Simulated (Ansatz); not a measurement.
`OCC(F)(F)F` + `N=C=O` → `O=C=NCO` + `FC(F)F`  (substitution at a C–C bond)

Calculated with Ansatz (gas phase, PBE0-D4/def2-TZVP geometries, no zero-point term in ΔE). CCSD(T)/CBS is the MP2 limit (def2-TZVPP, def2-QZVPP) plus CCSD(T) − MP2 in def2-TZVPP, frozen cores. This one scheme is used for every species. DFT in def2-TZVPP. One conformer a species, not always the lowest.

CCSD(T)/CBS gives +7.9 kcal/mol.

Task: Another level gave +6.3 kcal/mol. Which?
A. ωB97X-V/def2-TZVPP
B. MP2/def2-TZVPP
C. B97M-V/def2-TZVPP
D. revPBE/def2-TZVPP

Result: B. MP2/def2-TZVPP 6.3, ωB97X-V 7.8, revPBE 5.1, B97M-V 8.7 kcal/mol.

Largest T1 diagnostic among the species: 0.018.

At CCSD(T), def2-SVP lies −1.5 kcal/mol from the extrapolated value and def2-TZVPP −0.7 kcal/mol. Leaving LDA and LC-ωPBE aside and taking each functional with its dispersion term where it has one, the values, not all of them listed here, spread over 3.2 kcal/mol, from BLYP-D4 to B97M-V. LDA lies +1.8 kcal/mol from PBE without D4.

CCSD(T)/CBS has its own doubt, a few kJ/mol and more with outer-core shells, so smaller differences from it don't rank the levels.
